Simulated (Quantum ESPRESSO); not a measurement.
## LiF (Griceite): zone-centre phonons

Which modes does LiF (Griceite) have at the zone centre?

Program: Quantum ESPRESSO 7.5. Level of theory: DFT LDA, scalar-relativistic, plane waves, PseudoDojo norm-conserving pseudopotentials. Results are calculated unless marked as measured.

Most raw output is cut from this account.

## Step 1: Starting point

Symmetry: Fm-3m, No. 225, cubic system. The conventional cell has a = 4.028 Å, b = 4.028 Å, c = 4.028 Å, α = 90.00°, β = 90.00°, γ = 90.00°. Nearest to Li lie 6 F at 2.01 Å. Nearest to F lie 6 Li at 2.01 Å. Farther neighbours and most contacts between anions are not listed.

Structure file:

```cif
data_structure
_symmetry_space_group_name_H-M 'P 1'
_symmetry_Int_Tables_number 1
_cell_length_a 2.8482
_cell_length_b 2.8482
_cell_length_c 2.8482
_cell_angle_alpha 60.000
_cell_angle_beta 60.000
_cell_angle_gamma 60.000
_cell_volume 16.34
loop_
_atom_site_label
_atom_site_type_symbol
_atom_site_fract_x
_atom_site_fract_y
_atom_site_fract_z
_atom_site_occupancy
Li1 Li 0.00000 0.00000 0.00000 1
F2 F 0.50000 0.50000 0.50000 1
```

## Step 2: A probe with smearing

A cheap run with smearing and empty bands tells whether the crystal has a gap, which decides between fixed occupations and smearing later on.

The input, probe.in:

```
&control
   calculation = 'scf'
   prefix = 'x'
   outdir = './tmp'
   pseudo_dir = './pseudo'
   tprnfor = .true.
   tstress = .true.
   verbosity = 'high'
/
&system
   ibrav = 0
   nat = 2
   ntyp = 2
   ecutwfc = 84.0
   occupations = 'smearing'
   smearing = 'gaussian'
   degauss = 0.01
/
&electrons
   conv_thr = 1.0d-07
   mixing_beta = 0.7
   electron_maxstep = 100
/
ATOMIC_SPECIES
 Li      6.9400  Li.upf
 F      18.9984  F.upf
CELL_PARAMETERS angstrom
     0.000000000    2.014000000    2.014000000
     2.014000000    0.000000000    2.014000000
     2.014000000    2.014000000    0.000000000
ATOMIC_POSITIONS crystal
 Li     0.000000000   0.000000000   0.000000000
 F      0.500000000   0.500000000   0.500000000
K_POINTS automatic
 8 8 8 0 0 0
```

Started as:

```
> OMP_NUM_THREADS=1 mpirun -n 4 pw.x -nk 4 -in probe.in > probe.out
```

The job ended after 7.4 s (4 MPI ranks of Intel Xeon at 2.50GHz (Skylake/Cascade Lake), shared host).

Read from the output:

```
volume per atom   : 8.169 Å³
pressure          : -6.702 GPa
gap on the k-mesh : 8.864 eV
```

A gap of 8.9 eV opens on this mesh, so the crystal is taken as an insulator; the start stands at -6.7 GPa.

## Step 3: Relaxation

The relaxation runs at a cutoff a fifth above that of the response, since stress converges more slowly with the basis than frequencies do. Forces and stress are brought to rest with tight thresholds.

The input, relax.in:

```
&control
   calculation = 'vc-relax'
   prefix = 'x'
   outdir = './tmp'
   pseudo_dir = './pseudo'
   tprnfor = .true.
   tstress = .true.
   forc_conv_thr = 2.0d-05
   etot_conv_thr = 1.0d-07
   nstep = 40
/
&system
   ibrav = 0
   nat = 2
   ntyp = 2
   ecutwfc = 101
   occupations = 'fixed'
   nbnd = 7
/
&electrons
   conv_thr = 1.0d-11
   mixing_beta = 0.7
   electron_maxstep = 100
/
&ions
/
&cell
   press_conv_thr = 0.2
/
ATOMIC_SPECIES
 Li      6.9400  Li.upf
 F      18.9984  F.upf
CELL_PARAMETERS angstrom
     0.000000000    2.014000000    2.014000000
     2.014000000    0.000000000    2.014000000
     2.014000000    2.014000000    0.000000000
ATOMIC_POSITIONS crystal
 Li     0.000000000   0.000000000   0.000000000
 F      0.500000000   0.500000000   0.500000000
K_POINTS automatic
 8 8 8 0 0 0
```

Started as:

```
> OMP_NUM_THREADS=1 mpirun -n 4 pw.x -nk 4 -in relax.in > relax.out
```

Wall time 70 s (4 MPI ranks); 2.7 min of CPU time.

Step by step:

| step | energy less that of the first step (eV) | largest force (eV/Å) | pressure (GPa) | volume (Å³) |
| --- | --- | --- | --- | --- |
| 1 | 0.0000 | 0.0000 | -6.66 | 16.34 |
| 2 | -0.0193 | 0.0000 | -4.53 | 15.79 |
| 3 | -0.0325 | 0.0000 | -0.60 | 14.99 |
| 4 | -0.0327 | 0.0000 | 0.06 | 14.88 |
| 5 | -0.0327 | 0.0000 | 0.00 | 14.89 |
| 6 | -0.0327 | 0.0000 | 0.00 | 14.89 |
| 7 | -0.0327 | 0.0000 | -0.01 | 14.89 |

| conventional cell, symmetrised | before | after | change |
| --- | --- | --- | --- |
| a (Å) | 4.028 | 3.905 | -3.1 % |
| b (Å) | 4.028 | 3.905 | -3.1 % |
| c (Å) | 4.028 | 3.905 | -3.1 % |
| volume (Å³/atom) | 8.17 | 7.44 | -8.9 % |

The relaxed structure:

```xyz
2
Lattice="0.0000 1.9525 1.9525 1.9525 0.0000 1.9525 1.9525 1.9525 0.0000" Properties=species:S:1:pos:R:3 pbc="T T T"
Li    0.0000    0.0000    0.0000
F     1.9525    1.9525    1.9525
```

The last row of the table of steps is pw.x's closing run on a basis chosen anew for the final cell, so its energy can jump.

Read from the output:

```yaml
volume_per_atom: 7.443 Å³
pressure: -0.01100 GPa
gap_on_the_k_mesh: 9.755 eV
```

The volume changes by -8.9 % from the cell with which this run began.

## Step 4: Ground state

Perturbation theory inherits every error of the wavefunctions, so the threshold is set near the limit of the arithmetic. With a gap, occupations are fixed, which also allows the response to an electric field.

The input, scf.in:

```
&control
   calculation = 'scf'
   prefix = 'x'
   outdir = './tmp'
   pseudo_dir = './pseudo'
   tprnfor = .true.
   tstress = .true.
/
&system
   ibrav = 0
   nat = 2
   ntyp = 2
   ecutwfc = 84.0
   occupations = 'fixed'
   nbnd = 7
/
&electrons
   conv_thr = 1.0d-12
   mixing_beta = 0.7
   electron_maxstep = 100
/
ATOMIC_SPECIES
 Li      6.9400  Li.upf
 F      18.9984  F.upf
CELL_PARAMETERS angstrom
     0.000000000    1.952480390    1.952480390
     1.952480390    0.000000000    1.952480390
     1.952480390    1.952480390    0.000000000
ATOMIC_POSITIONS crystal
 Li     0.000000000   0.000000000   0.000000000
 F      0.500000000   0.500000000   0.500000000
K_POINTS automatic
 8 8 8 0 0 0
```

Started as:

```
> OMP_NUM_THREADS=1 mpirun -n 4 pw.x -nk 4 -in scf.in > scf.out
```

The job ended after 7 s (4 MPI ranks; 18 s of CPU time).

Read from the output:

```
pressure : -0.016 GPa
```

The cell stands at -0.016 GPa, close enough for phonons.

## Step 5: Linear response at Γ

At q = 0 one unit cell holds all displacements; symmetry groups them into irreducible representations that are solved one by one. The response to a field gives ε∞ and the Born charges, which polar modes need.

The input, ph.in:

```
phonons
&inputph
   prefix = 'x'
   outdir = './tmp'
   fildyn = 'g.dyn'
   tr2_ph = 1.0d-18
   epsil = .true.
/
0.000000000000 0.000000000000 0.000000000000
```

Started as:

```
> OMP_NUM_THREADS=1 mpirun -n 4 ph.x -nk 4 -in ph.in > ph.out
```

It took 67 s on 4 MPI ranks.

Numbers from this step:

| Item | Value |
| --- | --- |
| miss of the charge sum rule | 3.80e-4 e |
| largest acoustic frequency at the zone centre before the sum rule | 3.32 cm⁻¹ |
| highest optical zone-centre mode (no LO-TO term) | 342.9 cm⁻¹ |
| lowest optical zone-centre mode | 342.9 cm⁻¹ |
| mean high-frequency dielectric constant | 2.114 |
| largest Born charge in size (third of the trace) | 1.042 e |

Born charge (rows field, columns displacement), before the sum rule (e), principal values of the symmetric part by kind of site:

| atom | atoms with these values | low | middle | high | mean |
| --- | --- | --- | --- | --- | --- |
| Li1 | 1 | 1.04 | 1.04 | 1.04 | 1.04 |
| F2 | 1 | -1.04 | -1.04 | -1.04 | -1.04 |

In full for F2:

```
-1.04  0.00  0.00
 0.00 -1.04  0.00
 0.00  0.00 -1.04
```

High-frequency dielectric tensor:

```
2.11 0.00 0.00
0.00 2.11 0.00
0.00 0.00 2.11
```

The acoustic modes at Γ come out as far as 3.3 cm⁻¹ from zero, where they should vanish, a small numerical error; the Born charges miss their sum rule by 3.8e-4 e, which is good.

## Step 6: Zone-centre analysis

A rigid shift of the crystal must cost nothing, but grids and finite bases break this; the acoustic sum rule is imposed before the matrix is diagonalised again. With Born charges the intensities follow, and the static dielectric tensor.

The input, dynmat.in:

```
&input
   fildyn = 'g.dyn'
   asr = 'simple'
   fileig = 'dynmat.eig'
   lperm = .true.
/
```

Started as:

```
> dynmat.x -in dynmat.in > dynmat.out
```

It took 0.84 s on 1 thread.

Read from the output:

| Quantity | Value |
| --- | --- |
| mean static dielectric constant | 8.116 |

Unit eigenvectors of the mass-weighted matrix after the sum rule; no LO-TO term. Modes at Γ, with each element's share of the kinetic energy:

| mode | frequency (cm⁻¹) | symmetry | Li % | F % |
| --- | --- | --- | --- | --- |
| 1 | 0.0 | acoustic | 27 | 73 |
| 2 | 0.0 | acoustic | 27 | 73 |
| 3 | 0.0 | acoustic | 27 | 73 |
| 4 | 342.9 | T1u | 73 | 27 |
| 5 | 342.9 | T1u | 73 | 27 |
| 6 | 342.9 | T1u | 73 | 27 |

Displacements in mode 5 (342.9 cm⁻¹), the largest set to 1:
```
Li1  0.00  0.00  1.00
F2   0.00  0.00 -0.37
```

Degenerate modes summed, no LO-TO term. Infrared lines, with heights relative to the strongest:

| position (cm⁻¹) | lines merged | label | IR intensity, relative |
| --- | --- | --- | --- |
| 343 | 3 | T1u | 100 |

Static dielectric tensor (ions relaxed, fixed cell):

```
8.12 0.00 0.00
0.00 8.12 0.00
0.00 0.00 8.12
```

The rule moves no optical mode by more than 0.1 cm⁻¹.

## Step 7: The LO-TO splitting (1 0 0)

A longitudinal polar mode sets up a macroscopic field that stiffens it; the term hangs on the direction from which q goes to zero.

The input, dynmat.in:

```
&input
   fildyn = 'g.dyn'
   asr = 'simple'
   fileig = 'dynmat.eig'
   q(1) = 1.0
   q(2) = 0.0
   q(3) = 0.0
/
```

Started as:

```
> dynmat.x -in dynmat.in > dynmat.out
```

Wall time 1.3 s (1 thread).

Numbers from this step:

```
highest mode moved by the LO-TO term : 671.9 cm⁻¹
```

Zone-centre frequencies as printed; negative means imaginary. Modes:

| mode | frequency (cm⁻¹) |
| --- | --- |
| 1 | 0 |
| 2 | 0 |
| 3 | 0 |
| 4 | 342.9 |
| 5 | 342.9 |
| 6 | 671.9 |

The field moves one mode, from 343 to 672 cm⁻¹; the others stay.

## Step 8: Summary of results

| Quantity | Value |
| --- | --- |
| space group after relaxation | Fm-3m |
| volume per atom | 7.44 Å³ |
| gap on the k-mesh | 9.75 eV |
| highest optical zone-centre mode (no LO-TO term) | 342.9 cm⁻¹ |
| highest mode moved by the LO-TO term | 671.9 cm⁻¹ |
| mean high-frequency dielectric constant | 2.11 |
| largest Born charge in size (third of the trace) | 1.04 e |
| mean static dielectric constant | 8.12 |
| imaginary optical modes at the zone centre (no q mesh in this session) | none |

At the LDA level the optical modes of LiF (Griceite) at the zone centre (no LO-TO term) lie at 343 cm⁻¹. Along the directions run, the highest mode that the macroscopic field moves lies at 672 cm⁻¹. Lattice motion raises the mean dielectric constant from 2.114 to 8.116. The Born charge of Li is 1.042 e against a formal charge of +1, close to the ionic value. The Lyddane-Sachs-Teller relation holds: (ωLO/ωTO)² is 3.84 and ε₀/ε∞ is 3.84. Left out of this account: PBE with PseudoDojo NC, since it is gradient-corrected and no frozen-mode check or second program bears its response out; PBEsol with PseudoDojo NC, since it is gradient-corrected and no frozen-mode check or second program bears its response out. What is said of the levels holds for those shown. These are harmonic frequencies at zero temperature: anharmonic shifts and linewidths and thermal expansion are left out.

[Host names and launcher messages were left out of these logs when they were recorded.]

[Logs are printed without paths, hosts, clocks, repeated set-up lines and the standing remarks that a program may print on its own settings, such as how far it seeks lower states.]

[Hosts, paths, dates, database ids (printed as entryN), source tags and the programs' standing remarks are cut or masked in the printed files.]
